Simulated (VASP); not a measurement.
# C19O in VASP: notebook

Runs on C19O. Level: PBE. Tasks: single point.

Program: VASP 6.6.1. These are calculated values, not measurements. Logs are shortened: lines on timing, memory, paths and dates and some standing lists are left out, and cuts for length are marked.

## Step 1: The slab as given

The cell holds a slab with vacuum, 20 atoms: a = 7.398 Å, b = 7.398 Å, c = 13.000 Å, α = 90.00°, β = 90.00°, γ = 120.00°.

The cell was built by a generator and needn't be a form met in nature.

## Step 2: Single point, PBE

File INCAR:

```
  PREC = Accurate
  ENCUT = 520
  EDIFF = 1E-6
  ISMEAR = 0
  SIGMA = 0.05
  LREAL = Auto
  LASPH = True
  NELM = 60
  ALGO = Fast
  ISIF = 2
  LWAVE = False
  LCHARG = False
  GGA = PE
  NBANDS = 57
```

File KPOINTS:

```
Automatic mesh
0
Gamma
  2 2 1
```

File POSCAR:

```
C19O
1.0
    7.3980000000      0.0000000000      0.0000000000
   -3.6990000000      6.4068560000      0.0000000000
    0.0000000000      0.0000000000     13.0000000000
C O
19 1
Direct
    0.0002454634     -0.0020462455      0.0615647692
    0.2221453218      0.1088864804      0.0615349231
   -0.0011935592      0.3321849281      0.0615771538
    0.2235495858      0.4445576738      0.0615799231
    0.0011588277      0.6669505292      0.0615695385
    0.2212215922      0.7770068502      0.0615566154
    0.3321797071     -0.0011058466      0.0615166154
    0.5568811460      0.1112375555      0.0615252308
    0.3344963071      0.3336098080      0.0615717692
    0.5545438381      0.4436364732      0.0615613077
    0.3335809753      0.6646209935      0.0615793846
    0.5554799286      0.7755805656      0.0615903846
    0.6678298243      0.0003098244      0.0615609231
    0.8878623602      0.1103043365      0.0615602308
    0.6668927267      0.3312563916      0.0615479231
    0.8887761309      0.4422037892      0.0615736923
    0.6654827688      0.6655370434      0.0615826923
    0.8902123156      0.7779015168      0.0615781538
    0.3572945700      0.8323628625      0.3484734615
    0.2574181546      0.6865965147      0.3957035385
```

Potentials or basis: VASP PAW PBE potentials, release 64 (C, O).

Command:

```sh
cat potpaw_PBE.64/C/POTCAR potpaw_PBE.64/O/POTCAR > POTCAR
mpirun -np 1 vasp_std > vasp.out
```

OUTCAR:

```text
PREC = Accurate
   ENCUT = 520
   EDIFF = 1E-6
   ISMEAR = 0
   LREAL = Auto
   LASPH = True
   NELM = 60
   ISIF = 2
   GGA = PE

 ion  position               nearest neighbor table
   1  0.000  0.998  0.062-  18 1.41   2 1.42  14 1.44
   2  0.222  0.109  0.062-   7 1.41   1 1.42   9 1.44
   3  0.999  0.332  0.062-  16 1.41  14 1.42   4 1.44
   4  0.224  0.445  0.062-  11 1.41   9 1.42   3 1.44
   5  0.001  0.667  0.062-   6 1.41  18 1.42  16 1.44
   6  0.221  0.777  0.062-   5 1.41   7 1.42  11 1.44
[... 10 lines left out ...]
  17  0.665  0.666  0.062-  12 1.41  10 1.42  18 1.44
  18  0.890  0.778  0.062-   1 1.41   5 1.42  17 1.44
  19  0.357  0.832  0.348-  20 1.14
  20  0.257  0.687  0.396-  19 1.14

  LATTYP: Found a hexagonal cell.
 ALAT       =     7.3980000000
 C/A-ratio  =     1.7572316842

  Lattice vectors:

 A1 = (   7.3980000000,   0.0000000000,   0.0000000000)
 A2 = (  -3.6990000000,   6.4068560000,   0.0000000000)
 A3 = (   0.0000000000,   0.0000000000,  13.0000000000)

Analysis of symmetry for initial positions (statically):
=====================================================================
 Subroutine PRICEL returns:
 Original cell was already a primitive cell.

 Routine SETGRP: Setting up the symmetry group for a
 hexagonal supercell.

 Subroutine GETGRP returns: Found  1 space group operations
 (whereof  1 operations were pure point group operations)
 out of a pool of 24 trial point group operations.

The static configuration has the point symmetry C_1 .

Analysis of symmetry for dynamics (positions and initial velocities):
=====================================================================
 Subroutine PRICEL returns:
 Original cell was already a primitive cell.

 Routine SETGRP: Setting up the symmetry group for a
 hexagonal supercell.

 Subroutine GETGRP returns: Found  1 space group operations
 (whereof  1 operations were pure point group operations)
 out of a pool of 24 trial point group operations.

The dynamic configuration has the point symmetry C_1 .

 Subroutine INISYM returns: Found  1 space group operations
 (whereof  1 operations are pure point group operations),
 and found     1 'primitive' translations

----------------------------------------------------------------------------------------

                                     Primitive cell

  volume of cell :     616.1730

  direct lattice vectors                    reciprocal lattice vectors
     7.398000000  0.000000000  0.000000000     0.135171668  0.078041398  0.000000000
    -3.699000000  6.406856000  0.000000000     0.000000000  0.156082796  0.000000000
     0.000000000  0.000000000 13.000000000     0.000000000  0.000000000  0.076923077

  length of vectors
     7.398000000  7.398000054 13.000000000     0.156082797  0.156082796  0.076923077

  position of ions in fractional coordinates (direct lattice)
     0.000245463  0.997953755  0.061564769
     0.222145322  0.108886480  0.061534923
     0.998806441  0.332184928  0.061577154
     0.223549586  0.444557674  0.061579923
     0.001158828  0.666950529  0.061569539
     0.221221592  0.777006850  0.061556615
[... 12 lines left out ...]
     0.357294570  0.832362862  0.348473461
     0.257418155  0.686596515  0.395703539

  ion indices of the primitive-cell ions
   primitive index   ion index
                 1           1
                 2           2
                 3           3
                 4           4
                 5           5
                 6           6
[... 12 lines left out ...]
                19          19
                20          20

----------------------------------------------------------------------------------------

 KPOINTS: Automatic mesh

Automatic generation of k-mesh.
 Grid dimensions read from file:
 generate k-points for:    2    2    1

 Generating k-lattice:

  Cartesian coordinates                     Fractional coordinates (reciprocal lattice)
     0.067585834  0.039020699  0.000000000     0.500000000 -0.000000000  0.000000000
     0.000000000  0.078041398  0.000000000     0.000000000  0.500000000  0.000000000
     0.000000000  0.000000000  0.076923077     0.000000000  0.000000000  1.000000000

  Length of vectors
     0.078041399  0.078041398  0.076923077

  Shift w.r.t. Gamma in fractional coordinates (k-lattice)
     0.000000000  0.000000000  0.000000000

 Subroutine IBZKPT returns following result:
 ===========================================

 Found      4 irreducible k-points:

 Following reciprocal coordinates:
            Coordinates               Weight
  0.000000  0.000000  0.000000      1.000000
  0.500000  0.000000  0.000000      1.000000
  0.000000  0.500000  0.000000      1.000000
  0.500000  0.500000  0.000000      1.000000
   k-points           NKPTS =      4   k-points in BZ     NKDIM =      4   number of bands    NBANDS=     57
   number of dos      NEDOS =    301   number of ions     NIONS =     20
   total plane-waves  NPLWV = 307328
   dimension x,y,z NGX =    56 NGY =   56 NGZ =   98
   dimension x,y,z NGXF=   112 NGYF=  112 NGZF=  196
   ions per type =              19   1
   NGX,Y,Z   is equivalent  to a cutoff of  12.58, 12.58, 12.53 a.u.
   NGXF,Y,Z  is equivalent  to a cutoff of  25.17, 25.17, 25.06 a.u.
 SYSTEM =  unknown system
   PREC   = accura    normal or accurate (medium, high low for compatibility)
   ISTART =      0    job   : 0-new  1-cont  2-samecut
   ICHARG =      2    charge: 1-file 2-atom 10-const
   ISPIN  =      1    spin polarized calculation?
   LNONCOLLINEAR =      F non collinear calculations
   LSORBIT =      F    spin-orbit coupling
   LASPH  =      T    aspherical Exc in radial PAW
   ENCUT  =  520.0 eV  38.22 Ry    6.18 a.u.  13.76 13.76 24.17*2*pi/ulx,y,z
   NELM   =     60;   NELMIN=  2; NELMDL= -5     # of ELM steps
   EDIFF  = 0.1E-05   stopping-criterion for ELM
   LREAL  =      T    real-space projection
   EDIFFG = 0.1E-04   stopping-criterion for IOM
   NSW    =      0    number of steps for IOM
   IBRION =     -1    ionic relax: 0-MD 1-quasi-New 2-CG
   NFREE  =      0    steps in history (QN), initial steepest desc. (CG)
   ISIF   =      2    stress and relaxation
   ISYM   =      2    0-nonsym 1-usesym 2-fastsym
   POTIM  = 0.5000    time-step for ionic-motion
   TEBEG  =    0.0;   TEEND  =   0.0 temperature during run
   PSTRESS=    0.0 pullay stress
   NELECT =      82.0000    total number of electrons
   NUPDOWN=      -1.0000    fix difference up-down
   EMIN   =  10.00;   EMAX   =-10.00  energy-range for DOS
   EFERMI =   0.00;   METHOD = LEGACY
   ISMEAR =     0;   SIGMA  =   0.05  broadening in eV -4-tet -1-fermi 0-gaus
   EFERMI_NEDOS =   21; number of points for ismear=-14 and -15
   IALGO  =     68    algorithm
   IMIX   =      4    mixing-type and parameters
     AMIX     =   0.40;   BMIX     =  1.00
     AMIX_MAG =   1.60;   BMIX_MAG =  1.00
  volume/ion in A,a.u.               =      30.81       207.91
  Fermi-wavevector in a.u.,A,eV,Ry     =   0.835818  1.579468  9.504925  0.698592
  Thomas-Fermi vector in A             =   1.949440
   LORBIT       =      0    0 simple, 1 ext, 2 COOP (PROOUT), +10 PAW based schemes
   GGA     = PE    functional components
   LHFCALC =     F    Hartree Fock is set to
   AEXX    =    0.0000 exact exchange contribution
   IVDW    =     0    specifies the selected vdW correction
   LEPSILON=     F    determine dielectric tensor
   LRPA    =     F    only Hartree local field effects (RPA)
 non-spin polarized calculation
 RMM-DIIS sequential band-by-band and
 Gauss-broadening in eV      SIGMA  =   0.05
  energy-cutoff  :      520.00
  volume of cell :      616.17
 maximum number of plane-waves:     16651
 NGX is ok and might be reduce to    56
   NGX = 27   NGY = 27   NGZ = 49

 number of electron      82.0000000 magnetization

 Free energy of the ion-electron system (eV)
  ---------------------------------------------------
  ext. energy  EPLUGINS =         0.00000000
  ---------------------------------------------------
  free energy    TOTEN  =      -180.41421872 eV

  energy without entropy =     -180.41398561  energy(sigma->0) =     -180.41410216

 E-fermi :  -1.6632     XC(G=0):  -3.9580

 val. band max:       -1.7717251210   @ k =   0.0000   0.0000   0.0000
 cond. band min:      -1.5548939380   @ k =   0.0000   0.0000   0.0000
 fundamental gap:      0.2168311830
 Fermi energy:        -1.6631986077

 k-point     1 :       0.0000    0.0000    0.0000
  band No.  band energies     occupation
      1     -26.8118      2.00000
      2     -21.1864      2.00000
      3     -18.6824      2.00000
      4     -18.6794      2.00000
      5     -18.5923      2.00000
      6     -18.5891      2.00000
[... 45 lines left out ...]
     52       3.3431      0.00000
     53       3.3469      0.00000

 k-point     2 :       0.5000    0.0000    0.0000
  band No.  band energies     occupation
      1     -26.8118      2.00000
      2     -20.5338      2.00000
      3     -20.5311      2.00000
      4     -19.2838      2.00000
      5     -19.1958      2.00000
      6     -16.7928      2.00000
[... 45 lines left out ...]
     52       3.4693      0.00000
     53       3.7690      0.00000

 k-point     3 :       0.0000    0.5000    0.0000
  band No.  band energies     occupation
      1     -26.8118      2.00000
      2     -20.5346      2.00000
      3     -20.5303      2.00000
      4     -19.2840      2.00000
      5     -19.1955      2.00000
      6     -16.7933      2.00000
[... 45 lines left out ...]
     52       3.4064      0.00000
     53       3.7763      0.00000

 k-point     4 :       0.5000    0.5000    0.0000
  band No.  band energies     occupation
      1     -26.8117      2.00000
      2     -20.5334      2.00000
      3     -20.5315      2.00000
      4     -19.2843      2.00000
      5     -19.1952      2.00000
      6     -16.7929      2.00000
[... 45 lines left out ...]
     52       3.8190      0.00000
     53       4.6566      0.00000
 [bands above 53 left out]

------------------------ aborting loop because EDIFF is reached ----------------------------------------

  FORCE on cell =-STRESS in cart. coord.  units (eV):
  Direction    XX          YY          ZZ          XY          YZ          ZX
  --------------------------------------------------------------------------------------
  -------------------------------------------------------------------------------------
  Total        1.6181138      2.2816514      0.1597531      0.1405362     -0.4715163     -0.0921689
  in kB        4.2074309      5.9327663      0.4153913      0.3654233     -1.2260401     -0.2396582
  external PRESSURE =       3.5185295 kB  Pullay stress =       0.0000000 kB

 VOLUME and BASIS-vectors are now :
 -----------------------------------------------------------------------------
  energy-cutoff  :      520.00
  volume of cell :      616.17
      direct lattice vectors                 reciprocal lattice vectors
     7.398000000  0.000000000  0.000000000     0.135171668  0.078041398  0.000000000
    -3.699000000  6.406856000  0.000000000     0.000000000  0.156082796  0.000000000
     0.000000000  0.000000000 13.000000000     0.000000000  0.000000000  0.076923077

 POSITION                                       TOTAL-FORCE (eV/Angst)
 -----------------------------------------------------------------------------------
     -3.68961      6.39375      0.80034        -0.001375      0.010473      0.001395
      1.24066      0.69762      0.79995        -0.009793      0.009767      0.003278
      6.16042      2.12826      0.80050         0.007073      0.003967      0.000602
      0.00940      2.84822      0.80054        -0.000014     -0.005393      0.000313
     -2.45848      4.27306      0.80040         0.001015     -0.005700     -0.000068
     -1.23755      4.97817      0.80024         0.009084     -0.005207     -0.003439
[... 12 lines left out ...]
     -0.43564      5.33283      4.53015         0.167136      0.757810     -0.496196
     -0.63534      4.39892      5.14415        -0.164904     -0.764194      0.499689
 -----------------------------------------------------------------------------------
    total drift:                                0.001087     -0.004656      0.025622

  FREE ENERGIE OF THE ION-ELECTRON SYSTEM (eV)
  ---------------------------------------------------
  free  energy   TOTEN  =      -180.4142187248 eV

  energy  without entropy=     -180.4139856050  energy(sigma->0) =     -180.41410216
```

Run time: 2.9 min. Hardware: 1 thread of Intel Xeon 6975P-C (Granite Rapids), shared host; peak memory 0.66 GiB.

Results:

```yaml
Free_energy: -180.4142 eV
Largest_force: 0.928 eV/Å
Band_gap_on_the_k_mesh: 0.22 eV, direct
```

Forces in eV/Å, atoms in the order of the input:
```
C   -0.001  0.010  0.001
C   -0.010  0.010  0.003
C    0.007  0.004  0.001
C    0.000 -0.005  0.000
C    0.001 -0.006  0.000
C    0.009 -0.005 -0.003
C    0.011 -0.005  0.000
C    0.000 -0.005  0.000
C   -0.007 -0.002 -0.004
C    0.012 -0.002  0.003
C    0.000  0.011 -0.002
C   -0.006  0.003  0.000
C   -0.013 -0.010 -0.002
C    0.011 -0.001  0.003
C   -0.013  0.010 -0.001
C   -0.004  0.000 -0.002
C    0.006  0.002 -0.002
C   -0.006 -0.002  0.001
C    0.167  0.758 -0.496
O   -0.165 -0.764  0.500
```

Caveat: the k mesh is coarse (spacing up to 0.49 Å⁻¹), so the values aren't converged; the standard files for N, O and F lose accuracy on very short bonds.

## Step 3: Single point, PBE

File INCAR:

```
ALGO = Fast ; EDIFF = 1E-6
ENCUT = 520 ; GGA = PE
ISIF = 2 ; ISMEAR = 0
LASPH = T ; LCHARG = T
LELF = T ; LREAL = Auto
LVHAR = T ; LWAVE = F
NBANDS = 57 ; NELM = 80
PREC = Accurate ; SIGMA = 0.05
```

File KPOINTS:

```
k-points
0
Gamma
  2 2 1
```

File POSCAR:

```
C19O
1.0
    7.3980000000      0.0000000000      0.0000000000
   -3.6990000000      6.4068560000      0.0000000000
    0.0000000000      0.0000000000     13.0000000000
C O
19 1
Direct
    0.0005725617     -0.0017972934      0.0620856923
    0.2219874626      0.1089019326      0.0620740000
   -0.0011883864      0.3320300940      0.0620788462
    0.2237097887      0.4444833784      0.0620876923
    0.0010823235      0.6671130114      0.0620930000
    0.2214589916      0.7773343119      0.0620549231
    0.3321891834     -0.0012499110      0.0620487692
    0.5570378202      0.1111529586      0.0620225385
    0.3344305124      0.3337858694      0.0620856923
    0.5548016933      0.4439726755      0.0620906154
    0.3339072727      0.6648832126      0.0620836154
    0.5553301965      0.7755992955      0.0620709231
    0.6677472486      0.0004744917      0.0620211538
    0.8881011098      0.1106277400      0.0620573077
    0.6672257671      0.3315042511      0.0620588462
    0.8886331028      0.4422156515      0.0620793846
    0.6654950975      0.6653881405      0.0621012308
    0.8903909523      0.7778370546      0.0621040000
    0.4089422595      0.8319383173      0.3436329231
    0.3153141019      0.6853973306      0.3913767692
```

Potentials or basis: VASP PAW PBE potentials, release 64 (C, O).

Command:

```sh
cat potpaw_PBE.64/C/POTCAR potpaw_PBE.64/O/POTCAR > POTCAR
mpirun -np 1 vasp_std > vasp.out
```

Wall time 2.9 min (1 thread of Intel Xeon 6975P-C (Granite Rapids), shared host); peak memory 0.67 GiB.

The run converged. Its results:

```
Free energy            : -180.4148 eV
Largest force          : 0.911 eV/Å
Band gap on the k mesh : 0.22 eV, direct
```

Forces in eV/Å, atoms in the order of the input:
```
C   -0.003  0.010  0.000
C   -0.006  0.007 -0.001
C    0.008  0.004  0.001
C    0.001 -0.001  0.002
C   -0.002 -0.003 -0.003
C    0.014 -0.003  0.006
C    0.008 -0.007 -0.001
C    0.002 -0.002  0.001
C   -0.007 -0.003  0.001
C    0.010 -0.006  0.001
C    0.002  0.005 -0.006
C   -0.009  0.004  0.000
C   -0.008 -0.009  0.002
C    0.008  0.000 -0.002
C   -0.012  0.010 -0.001
C   -0.004  0.001  0.004
C    0.005  0.002 -0.001
C   -0.009 -0.006 -0.003
C    0.123  0.753 -0.498
O   -0.122 -0.754  0.494
```

Levels at points of the mesh, in eV from the valence-band top:
| k point | band 39 | band 40 | band 41 | band 42 | band 43 | band 44 |
| --- | --- | --- | --- | --- | --- | --- |
| (0.00, 0.00, 0.00) | -2.93 | 0.00 | 0.00 | 0.22 | 0.22 | 2.25 |
| (0.50, 0.00, 0.00) | -2.52 | -2.52 | -2.25 | 1.78 | 2.21 | 2.26 |
| (0.00, 0.50, 0.00) | -2.52 | -2.52 | -2.25 | 1.78 | 2.25 | 2.26 |
| (0.50, 0.50, 0.00) | -2.52 | -2.52 | -2.25 | 1.78 | 2.21 | 2.25 |

Caveat: the k mesh is coarse (spacing up to 0.49 Å⁻¹), so the values aren't converged; the standard files for N, O and F lose accuracy on very short bonds. As with any semilocal functional, this PBE gap is likely too small.
